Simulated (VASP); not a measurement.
# Hf (P6_3/mmc) in VASP: settings compared, part 2 of 2

VASP 6.6.1. The steps go on from the part before.

## Step 4: Relaxation of cell and atoms, r2SCAN

INCAR

```
SYSTEM = Hf
PREC = Accurate ; ENCUT = 600
EDIFF = 1E-6 ; ISMEAR = -1
SIGMA = 0.05 ; LREAL = .FALSE.
LASPH = .TRUE. ; NELM = 80
ALGO = Normal ; ISIF = 3
LWAVE = .FALSE. ; LCHARG = .FALSE.
METAGGA = R2SCAN ; LMIXTAU = .TRUE.
IBRION = 2 ; NSW = 40
EDIFFG = -0.005
```

KPOINTS

```
Automatic mesh
0
G
  19 19 11
  0 0 0
```

POSCAR

```
Hf
1.0
    3.1967000000      0.0000000000      0.0000000000
   -1.5983500000      2.7684234083      0.0000000000
    0.0000000000      0.0000000000      5.0578000000
Hf
2
Direct
    0.3333333333      0.6666666667      0.2500000000
    0.6666666667      0.3333333333      0.7500000000
```

Potentials or basis: VASP PAW PBE potentials, release 64 (Hf_pv).

The run is started by

```sh
$ cat potpaw_PBE.64/Hf_pv/POTCAR > POTCAR
$ mpirun -np 1 vasp_std > vasp.out
```

OUTCAR:

```text
SYSTEM = Hf
   PREC = Accurate
   ENCUT = 600
   EDIFF = 1E-6
   ISMEAR = -1
   LREAL = .FALSE.
   LASPH = .TRUE.
   NELM = 80
   ISIF = 3
   METAGGA = R2SCAN
   IBRION = 2
   NSW = 40
   EDIFFG = -0.005

 ion  position               nearest neighbor table
   1  0.333  0.667  0.250-   2 3.13   2 3.13   2 3.13   2 3.13   2 3.13   2 3.13
   2  0.667  0.333  0.750-   1 3.13   1 3.13   1 3.13   1 3.13   1 3.13   1 3.13

  LATTYP: Found a hexagonal cell.
 ALAT       =     3.1967000000
 C/A-ratio  =     1.5821941377

  Lattice vectors:

 A1 = (   3.1967000000,   0.0000000000,   0.0000000000)
 A2 = (  -1.5983500000,   2.7684234083,   0.0000000000)
 A3 = (   0.0000000000,   0.0000000000,   5.0578000000)

Analysis of symmetry for initial positions (statically):
=====================================================================
 Subroutine PRICEL returns:
 Original cell was already a primitive cell.

 Routine SETGRP: Setting up the symmetry group for a
 hexagonal supercell.

 Subroutine GETGRP returns: Found 24 space group operations
 (whereof 12 operations were pure point group operations)
 out of a pool of 24 trial point group operations.

The static configuration has the point symmetry D_3d.
 The point group associated with its full space group is D_6h.

Analysis of symmetry for dynamics (positions and initial velocities):
=====================================================================
 Subroutine PRICEL returns:
 Original cell was already a primitive cell.

 Routine SETGRP: Setting up the symmetry group for a
 hexagonal supercell.

 Subroutine GETGRP returns: Found 24 space group operations
 (whereof 12 operations were pure point group operations)
 out of a pool of 24 trial point group operations.

The dynamic configuration has the point symmetry D_3d.
 The point group associated with its full space group is D_6h.

 Subroutine INISYM returns: Found 24 space group operations
 (whereof 12 operations are pure point group operations),
 and found     1 'primitive' translations

----------------------------------------------------------------------------------------

                                     Primitive cell

  volume of cell :      44.7606

  direct lattice vectors                    reciprocal lattice vectors
     3.196700000  0.000000000  0.000000000     0.312822598  0.180608211  0.000000000
    -1.598350000  2.768423408  0.000000000     0.000000000  0.361216423  0.000000000
     0.000000000  0.000000000  5.057800000     0.000000000  0.000000000  0.197714421

  length of vectors
     3.196700000  3.196700000  5.057800000     0.361216423  0.361216423  0.197714421

  position of ions in fractional coordinates (direct lattice)
     0.333333333  0.666666667  0.250000000
     0.666666667  0.333333333  0.750000000

  ion indices of the primitive-cell ions
   primitive index   ion index
                 1           1
                 2           2

----------------------------------------------------------------------------------------

 KPOINTS: Automatic mesh

Automatic generation of k-mesh.
 Grid dimensions read from file:
 generate k-points for:   19   19   11

 Generating k-lattice:

[... 69 lines left out ...]
   POTIM  = 0.5000    time-step for ionic-motion
   TEBEG  =    0.0;   TEEND  =   0.0 temperature during run
   PSTRESS=    0.0 pullay stress
   NELECT =      20.0000    total number of electrons
   NUPDOWN=      -1.0000    fix difference up-down
   EMIN   =  10.00;   EMAX   =-10.00  energy-range for DOS
   EFERMI =   0.00;   METHOD = LEGACY
   ISMEAR =    -1;   SIGMA  =   0.05  broadening in eV -4-tet -1-fermi 0-gaus
   EFERMI_NEDOS =   21; number of points for ismear=-14 and -15
   IALGO  =     38    algorithm
   IMIX   =      4    mixing-type and parameters
     AMIX     =   0.40;   BMIX     =  1.00
     AMIX_MAG =   1.60;   BMIX_MAG =  1.00
  volume/ion in A,a.u.               =      22.38       151.03
  Fermi-wavevector in a.u.,A,eV,Ry     =   1.251563  2.365112 21.312311  1.566411
  Thomas-Fermi vector in A             =   2.385505
   LORBIT       =      0    0 simple, 1 ext, 2 COOP (PROOUT), +10 PAW based schemes
   METAGGA = R2SCAN    functional components
   LHFCALC =     F    Hartree Fock is set to
   AEXX    =    0.0000 exact exchange contribution
   IVDW    =     0    specifies the selected vdW correction
   LEPSILON=     F    determine dielectric tensor
   LRPA    =     F    only Hartree local field effects (RPA)
 conjugate gradient relaxation of ions
 non-spin polarized calculation
  energy-cutoff  :      600.00
  volume of cell :       44.76
 maximum number of plane-waves:      1519
 NGX is ok and might be reduce to    28
   NGX = 13   NGY = 13   NGZ = 21

--------------------------------------- Ionic step        1  -------------------------------------------

 number of electron      20.0000001 magnetization

 Free energy of the ion-electron system (eV)
  ---------------------------------------------------
  ext. energy  EPLUGINS =         0.00000000
  ---------------------------------------------------
  free energy    TOTEN  =       -90.30795913 eV

  energy without entropy =      -90.29727218  energy(sigma->0) =      -90.30261565

------------------------ aborting loop because EDIFF is reached ----------------------------------------

  FORCE on cell =-STRESS in cart. coord.  units (eV):
  Direction    XX          YY          ZZ          XY          YZ          ZX
  --------------------------------------------------------------------------------------
  -------------------------------------------------------------------------------------
  Total       -0.1583670     -0.1583670     -0.3112345      0.0000000     -0.0000000     -0.0000000
  in kB       -5.6686449     -5.6686449    -11.1404398      0.0000000     -0.0000000     -0.0000000
  external PRESSURE =      -7.4925766 kB  Pullay stress =       0.0000000 kB
[... 89 lines left out ...]
  FREE ENERGIE OF THE ION-ELECTRON SYSTEM (eV)
  ---------------------------------------------------
  free  energy   TOTEN  =       -90.3087635141 eV

  energy  without entropy=      -90.2981619899  energy(sigma->0) =      -90.30346275

[... ionic steps 4 to 15 ...]

--------------------------------------- Ionic step       16  -------------------------------------------

 number of electron      20.0000000 magnetization

------------------------ aborting loop because EDIFF is reached ----------------------------------------
[... 67 lines left out ...]
--------------------------------------- Ionic step       18  -------------------------------------------

 number of electron      20.0000000 magnetization

 Free energy of the ion-electron system (eV)
  ---------------------------------------------------
  ext. energy  EPLUGINS =         0.00000000
  ---------------------------------------------------
  free energy    TOTEN  =       -90.30884277 eV

  energy without entropy =      -90.29827082  energy(sigma->0) =      -90.30355680

 E-fermi :   4.8743     XC(G=0): -12.1844

 val. band max:        4.8713444094   @ k =   0.3158   0.2632   0.3636
 cond. band min:       4.8792275414   @ k =   0.1579   0.0526   0.2727
 fundamental gap:      0.0078831319
 Fermi energy:         4.8743409706

 k-point     1 :       0.0000    0.0000    0.0000
  band No.  band energies     occupation
      1     -27.3753      2.00000
      2     -26.5900      2.00000
      3     -26.5900      2.00000
      4     -26.4559      2.00000
      5     -26.4559      2.00000
      6     -26.4557      2.00000
      7      -2.9005      2.00000
      8       1.0178      2.00000
      9       5.3352      0.00020
     10       6.1988      0.00000
     11       6.1989      0.00000
     12       6.5529      0.00000
     13       7.0897      0.00000
     14       7.0897      0.00000
[... 377 lines left out ...]
      1     -27.0777      2.00000
      2     -27.0634      2.00000
      3     -26.9495      2.00000
      4     -26.7644      2.00000
      5     -26.6321      2.00000
      6     -26.5688      2.00000
      7       0.6106      2.00000
      8       2.6216      2.00000
      9       2.8904      2.00000
     10       3.8118      2.00000
     11       5.6476      0.00000
     12       6.1656      0.00000
     13       6.1963      0.00000
     14       9.3011      0.00000

 [... further k-points ...]

------------------------ aborting loop because EDIFF is reached ----------------------------------------

  FORCE on cell =-STRESS in cart. coord.  units (eV):
  Direction    XX          YY          ZZ          XY          YZ          ZX
  --------------------------------------------------------------------------------------
  -------------------------------------------------------------------------------------
  Total       -0.0061152     -0.0061152     -0.0097397      0.0000000      0.0000000     -0.0000000
  in kB       -0.2203097     -0.2203097     -0.3508921      0.0000000      0.0000000     -0.0000000
  external PRESSURE =      -0.2638372 kB  Pullay stress =       0.0000000 kB
[... 17 lines left out ...]
  FREE ENERGIE OF THE ION-ELECTRON SYSTEM (eV)
  ---------------------------------------------------
  free  energy   TOTEN  =       -90.3088427692 eV

  energy  without entropy=      -90.2982708210  energy(sigma->0) =      -90.30355680

 reached required accuracy - stopping structural energy minimisation
```

CONTCAR:

```text
Hf
   1.00000000000000
     3.1942508213166705    0.0000000000000000   -0.0000000000000000
    -1.5971254106583352    2.7663023573417775    0.0000000000000000
     0.0000000000000000   -0.0000000000000000    5.0328691062374533
  Hf
     2
Direct
     0.3333333332999970    0.6666666667000030    0.2500000000000000
     0.6666666667000030    0.3333333332999970    0.7500000000000000

  0.00000000E+00  0.00000000E+00  0.00000000E+00
  0.00000000E+00  0.00000000E+00  0.00000000E+00
```

Wall time 46 min (1 thread of Intel Xeon Platinum 8559C (Emerald Rapids), shared host); peak memory 0.33 GiB.

What came out:

```yaml
Free_energy: -90.3088 eV
Relaxed_volume: 22.24 Å³/atom
Relaxed_cell: a = 3.194 Å, b = 3.194 Å, c = 5.033 Å, α = 90.00°, β = 90.00°, γ = 120.00°
Space_group_after_relaxing_to_0.05_Å: P6_3/mmc (No. 194)
Energy_gained_by_relaxing: 0.4 meV/atom
Ionic_steps: 18
Pressure_after_relaxing: 0.0 GPa
Band_gap_on_the_k_mesh: none (metal or under the smearing width)
```

Step by step:
```csv
step,energy change (eV),largest force (eV/Å),pressure (GPa),volume (Å³)
1,0.0000,0.0000,-0.75,44.76
2,0.0003,0.0000,0.98,44.09
3,-0.0008,0.0000,0.04,44.45
4,-0.0008,0.0000,0.03,44.44
5,-0.0005,0.0000,0.51,44.26
6,-0.0008,0.0000,0.08,44.44
7,-0.0009,0.0000,0.03,44.45
8,-0.0009,0.0000,0.04,44.45
9,-0.0009,0.0000,0.04,44.46
10,-0.0009,0.0000,0.00,44.47
11,-0.0009,0.0000,0.01,44.46
12,-0.0009,0.0000,0.03,44.47
13,-0.0008,0.0000,-0.11,44.51
14,-0.0009,0.0000,-0.04,44.48
15,-0.0009,0.0000,-0.05,44.48
16,-0.0009,0.0000,-0.04,44.47
17,-0.0009,0.0000,-0.03,44.47
18,-0.0009,0.0000,-0.03,44.47
```

Final structure:
```
Hf
1.0
     3.19425    0.00000    0.00000
    -1.59713    2.76630    0.00000
     0.00000    0.00000    5.03287
Hf
2
Direct
  0.33333 0.66667 0.25000
  0.66667 0.33333 0.75000
```

Levels at points of the mesh, in eV from the Fermi level:
```csv
k point,band 6,band 7,band 8,band 9,band 10,band 11,band 12,band 13,band 14
"(0.00, 0.00, 0.00)",-31.33,-7.77,-3.86,0.46,1.32,1.32,1.68,2.22,2.22
```

Caveat: the PAW data sets were made with another functional, which shifts forces and pressure a little.

## Step 5: Relaxation of cell and atoms, PBEsol

INCAR

```
PREC = Accurate ; ENCUT = 600
EDIFF = 1E-7 ; ISMEAR = -1
SIGMA = 0.05 ; LREAL = False
LASPH = True ; NELM = 80
ALGO = Normal ; ISIF = 3
LWAVE = False ; LCHARG = False
GGA = PS ; IBRION = 2
NSW = 40 ; EDIFFG = -0.005
```

KPOINTS

```
Automatic mesh
0
Gamma
  19 19 11
```

POSCAR is that of step 4.

Potentials or basis: VASP PAW PBE potentials, release 64 (Hf_pv).

The run is started by

```sh
$ cat potpaw_PBE.64/Hf_pv/POTCAR > POTCAR
$ mpirun -np 1 vasp_std > vasp.out
```

OUTCAR:

```text
PREC = Accurate
   ENCUT = 600
   EDIFF = 1E-7
   ISMEAR = -1
   LREAL = False
   LASPH = True
   NELM = 80
   ISIF = 3
   GGA = PS
   IBRION = 2
   NSW = 40
   EDIFFG = -0.005

 ion  position               nearest neighbor table
   1  0.333  0.667  0.250-   2 3.13   2 3.13   2 3.13   2 3.13   2 3.13   2 3.13
   2  0.667  0.333  0.750-   1 3.13   1 3.13   1 3.13   1 3.13   1 3.13   1 3.13

  LATTYP: Found a hexagonal cell.
 ALAT       =     3.1967000000
 C/A-ratio  =     1.5821941377

  Lattice vectors:

 A1 = (   3.1967000000,   0.0000000000,   0.0000000000)
 A2 = (  -1.5983500000,   2.7684234083,   0.0000000000)
 A3 = (   0.0000000000,   0.0000000000,   5.0578000000)

Analysis of symmetry for initial positions (statically):
=====================================================================
 Subroutine PRICEL returns:
 Original cell was already a primitive cell.

 Routine SETGRP: Setting up the symmetry group for a
 hexagonal supercell.

 Subroutine GETGRP returns: Found 24 space group operations
 (whereof 12 operations were pure point group operations)
 out of a pool of 24 trial point group operations.

The static configuration has the point symmetry D_3d.
 The point group associated with its full space group is D_6h.

Analysis of symmetry for dynamics (positions and initial velocities):
=====================================================================
 Subroutine PRICEL returns:
 Original cell was already a primitive cell.

 Routine SETGRP: Setting up the symmetry group for a
 hexagonal supercell.

 Subroutine GETGRP returns: Found 24 space group operations
 (whereof 12 operations were pure point group operations)
 out of a pool of 24 trial point group operations.

The dynamic configuration has the point symmetry D_3d.
 The point group associated with its full space group is D_6h.

 Subroutine INISYM returns: Found 24 space group operations
 (whereof 12 operations are pure point group operations),
 and found     1 'primitive' translations

----------------------------------------------------------------------------------------

[... 139 lines left out ...]
  ---------------------------------------------------
  free energy    TOTEN  =       -20.99092742 eV

  energy without entropy =      -20.97826257  energy(sigma->0) =      -20.98459500

------------------------ aborting loop because EDIFF is reached ----------------------------------------

  FORCE on cell =-STRESS in cart. coord.  units (eV):
  Direction    XX          YY          ZZ          XY          YZ          ZX
  --------------------------------------------------------------------------------------
  -------------------------------------------------------------------------------------
  Total       -1.1317558     -1.1317558     -1.2024884     -0.0000000     -0.0000000      0.0000000
  in kB      -40.5104699    -40.5104699    -43.0422975     -0.0000000     -0.0000000      0.0000000
  external PRESSURE =     -41.3544125 kB  Pullay stress =       0.0000000 kB
[... 167 lines left out ...]
--------------------------------------- Ionic step        6  -------------------------------------------

 number of electron      19.9999998 magnetization

 Free energy of the ion-electron system (eV)
  ---------------------------------------------------
  ext. energy  EPLUGINS =         0.00000000
  ---------------------------------------------------
  free energy    TOTEN  =       -21.01324138 eV

  energy without entropy =      -21.00061114  energy(sigma->0) =      -21.00692626

 E-fermi :   5.0262     XC(G=0): -11.5654

 val. band max:        5.0260921703   @ k =   0.1579  -0.0000   0.0000
 cond. band min:       5.0330023930   @ k =   0.2632   0.2105   0.3636
 fundamental gap:      0.0069102227
 Fermi energy:         5.0262296016

 k-point     1 :       0.0000    0.0000    0.0000
  band No.  band energies     occupation
      1     -25.9856      2.00000
      2     -25.1383      2.00000
      3     -25.1383      2.00000
      4     -24.9937      2.00000
      5     -24.9928      2.00000
      6     -24.9928      2.00000
      7      -2.4938      2.00000
      8       1.1880      2.00000
      9       5.8367      0.00000
     10       6.1956      0.00000
     11       6.1957      0.00000
     12       6.4954      0.00000
     13       7.0601      0.00000
     14       7.0601      0.00000
[... 377 lines left out ...]
      1     -25.6729      2.00000
      2     -25.6499      2.00000
      3     -25.5354      2.00000
      4     -25.3295      2.00000
      5     -25.1840      2.00000
      6     -25.1189      2.00000
      7       0.9676      2.00000
      8       2.7508      2.00000
      9       3.0471      2.00000
     10       4.1195      2.00000
     11       5.6551      0.00001
     12       6.1717      0.00000
     13       6.2553      0.00000
     14       9.3164      0.00000

 [... further k-points ...]

------------------------ aborting loop because EDIFF is reached ----------------------------------------

  FORCE on cell =-STRESS in cart. coord.  units (eV):
  Direction    XX          YY          ZZ          XY          YZ          ZX
  --------------------------------------------------------------------------------------
  -------------------------------------------------------------------------------------
  Total       -0.0048688     -0.0048688      0.0030427      0.0000000     -0.0000000     -0.0000000
  in kB       -0.1810657     -0.1810657      0.1131550      0.0000000     -0.0000000     -0.0000000
  external PRESSURE =      -0.0829921 kB  Pullay stress =       0.0000000 kB
[... 17 lines left out ...]
  FREE ENERGIE OF THE ION-ELECTRON SYSTEM (eV)
  ---------------------------------------------------
  free  energy   TOTEN  =       -21.0132413831 eV

  energy  without entropy=      -21.0006111377  energy(sigma->0) =      -21.00692626

 reached required accuracy - stopping structural energy minimisation
```

OSZICAR:

```text
N       E                     dE             d eps       ncg     rms          rms(c)
DAV:   1     0.502033656994E+02    0.50203E+02   -0.12663E+04  6728   0.152E+03
DAV:   2    -0.196080423953E+02   -0.69811E+02   -0.68686E+02  8346   0.287E+02
DAV:   3    -0.217688584104E+02   -0.21608E+01   -0.20975E+01  9110   0.321E+01
[... 48 lines left out ...]
DAV:   2    -0.210132437924E+02    0.67926E-05   -0.14441E-05  7398   0.317E-02    0.110E-02
DAV:   3    -0.210132415846E+02    0.22078E-05   -0.34351E-06  7812   0.144E-02    0.507E-03
DAV:   4    -0.210132412462E+02    0.33840E-06   -0.90028E-07  8010   0.750E-03    0.396E-03
DAV:   5    -0.210132413700E+02   -0.12382E-06   -0.57043E-08  3876   0.176E-03    0.625E-04
DAV:   6    -0.210132413831E+02   -0.13089E-07   -0.10603E-08  3666   0.840E-04
   6 F= -.21013241E+02 E0= -.21006926E+02  d E =-.351249E-05
```

Wall time 4 min (1 thread of Intel Xeon 6975P-C (Granite Rapids), shared host); peak memory 0.32 GiB.

Results:

| Property | Result |
| --- | --- |
| Free energy | -21.0132 eV |
| Relaxed volume | 21.54 Å³/atom |
| Relaxed cell | a = 3.157 Å, b = 3.157 Å, c = 4.992 Å, α = 90.00°, β = 90.00°, γ = 120.00° |
| Space group after relaxing (to 0.05 Å) | P6_3/mmc (No. 194) |
| Energy gained by relaxing | 11.2 meV/atom |
| Ionic steps | 6 |
| Pressure after relaxing | 0.0 GPa |
| Band gap on the k mesh | none (metal or under the smearing width) |

The path:
```csv
step,energy change (eV),largest force (eV/Å),pressure (GPa),volume (Å³)
1,0.0000,0.0000,-4.14,44.76
2,0.0119,0.0000,5.79,41.12
3,-0.0223,0.0000,-0.05,43.10
4,-0.0223,0.0000,0.04,43.06
5,-0.0223,0.0000,-0.05,43.10
6,-0.0223,0.0000,-0.01,43.08
```

Final structure:
```xyz
2
Lattice="3.1569 0.0000 0.0000 -1.5784 2.7339 0.0000 0.0000 0.0000 4.9918" Properties=species:S:1:pos:R:3 pbc="T T T"
Hf    0.0000    1.8226    1.2479
Hf    1.5784    0.9113    3.7438
```

Levels at points of the mesh, in eV from the Fermi level:
```
           k point  band 8  band 9  band 10  band 11  band 12  band 13
(0.00, 0.00, 0.00)   -3.84    0.81     1.17     1.17     1.47     2.03
```

Caveat: the PAW data sets were made with another functional, which shifts forces and pressure a little. The run has no spin-orbit coupling, so splittings on Hf are missing.

## Step 6: The runs side by side

| level | potentials or basis | gap on the mesh (eV) | pressure (GPa) | relaxed volume (Å³/atom) |
| --- | --- | --- | --- | --- |
| PBE | VASP PAW PBE potentials, release 64 (Hf_pv) | none | 0.0 | 22.45 |
| LDA | VASP PAW LDA potentials, release 64 (Hf_pv) | none | -0.1 | 20.86 |
| r2SCAN | VASP PAW PBE potentials, release 64 (Hf_pv) | none | 0.0 | 22.24 |
| PBEsol | VASP PAW PBE potentials, release 64 (Hf_pv) | none | 0.0 | 21.54 |

Alike in all rows: task relaxation of cell and atoms; no spin polarisation; cell relaxed; k mesh 19 × 19 × 11; cutoff (eV) 600; smearing fermi-dirac 0.05 eV.

Caveats: the PAW data sets were made with another functional, which shifts forces and pressure a little (some runs).

Total energies depend on the potentials used, so only differences within one code and one set of settings carry meaning.
